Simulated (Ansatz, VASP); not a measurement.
**One calculation of N, two programs**

```
CELL_PARAMETERS angstrom
5.81510 0.00000 0.00000
0.00000 5.81510 0.00000
0.00000 0.00000 5.81510
ATOMIC_POSITIONS crystal
N 0.04586 0.45414 0.54586
N 0.45414 0.54586 0.04586
N 0.54586 0.04586 0.45414
N 0.95414 0.95414 0.95414
N 0.93610 0.56390 0.43610
N 0.56390 0.43610 0.93610
N 0.43610 0.93610 0.56390
N 0.06390 0.06390 0.06390
```

Alike in both runs: task single point; functional RPBE; k mesh 5 × 5 × 5; occupations gaussian, width 0.1 eV; no spin polarisation.

```csv
,VASP,Ansatz
version,VASP 6.6.1,Ansatz 0.2.0
potentials or method,"VASP PAW PBE potentials, release 64 (N)",Ansatz PAW
plane-wave cutoff (eV),520,420
valence electrons in the cell,40,40
```

Ansatz gave:

| Item | Value |
| --- | --- |
| gap on the k mesh at the Fermi level (eV) | 7.52 |
| least direct gap on the mesh (eV) | 7.54 |
| pressure (GPa) | 0.7 |
| rms of the force components (eV/Å) | 0.023 |

**Question.** What did VASP give for the same quantities?

**Answer.** gap on the k mesh at the Fermi level (eV): 7.48; least direct gap on the mesh (eV): 7.49; pressure (GPa): 2.6; rms of the force components (eV/Å): 0.991.

Atom by atom the forces differ by 1.013 eV/Å (rms over components). One of these differences is far larger than is usual between the two programs; its cause wasn't traced. The functional is the same, so the differences come from potentials, cutoffs and numerics.

Caveats: the standard files for N, O and F lose accuracy on very short bonds (VASP); the PAW data sets were made with another functional, which shifts forces and pressure a little (VASP); an odd mesh through Γ misses points on the zone boundary, where band edges often lie (VASP); odd divisions of the mesh miss points on the zone boundary, where band edges often lie, so the gap on the mesh can be too wide (Ansatz); the pressure holds a Pulay correction of +0.3 GPa for the finite cutoff (Ansatz); the PAW data sets come from PBE, with cores solved anew for the run's functional, which leaves a small shift of forces and pressure (Ansatz).
